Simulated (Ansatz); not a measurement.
SnSe under changes of volume

One of the cells (50.458 Å³/atom); the others are scaled copies at fixed shape and fractional positions:

```
Sn Se
1.0
     4.28533    0.00000    0.00000
     0.00000    4.28533    0.00000
     0.00000    0.00000   10.99069
Sn Se
2 2
Direct
  0.00000 0.50000 0.62777
  0.50000 0.00000 0.37223
  0.00000 0.50000 0.38396
  0.50000 0.00000 0.61604
```

| Property | Result |
| --- | --- |
| Program | Ansatz 0.2.0 |
| Functional | PBEsol |
| Potentials or basis | all-electron LAPW, scalar-relativistic |
| Cutoff | 239 eV (chosen from the basis error) |
| Basis error allowed | 0.002 eV/atom |
| k mesh | 6 × 6 × 3 |
| Occupations | fermi-dirac, width 0.05 eV |
| Spin | no spin polarisation |

| volume (Å³/atom) | energy over the lowest point (meV/atom) | gap on the mesh (eV) | largest force (eV/Å) |
| --- | --- | --- | --- |
| 47.431 | 5.76 | 1.40 | 0.442 |
| 48.440 | 0.89 | 1.43 | 0.309 |
| 49.449 | 0.00 | 1.45 | 0.187 |
| 50.458 | 2.69 | 1.47 | 0.111 |
| 51.468 | 8.59 | 1.49 | 0.240 |
| 52.477 | 17.36 | 1.51 | 0.360 |
| 53.486 | ? | ? | ? |

Question: What does the run at 53.486 Å³/atom give?

Answer: Energy over the lowest point 28.71 meV/atom; gap on the mesh 1.52 eV; largest force 0.472 eV/Å.

Worked out: A Birch-Murnaghan fit of order 3 (a polynomial in V^(-2/3)) to the other rows has its minimum at 49.18 Å³/atom with B0 = V·E''(V) = 28 GPa and B' = 4.3 at fixed shape and positions, which overstates the stiffness. It gives 28.71 meV/atom at 53.486 Å³/atom, against the run's 28.71. A straight line through the other rows of the gap, of slope 1.06 eV per unit of ln V (its deformation potential), extrapolates to 1.53 eV, against the run's 1.52.

Energies are extrapolated to zero smearing.

Caveats: spin-orbit coupling is left out, which moves the levels of the heavy elements.

A mesh can miss the band edges.
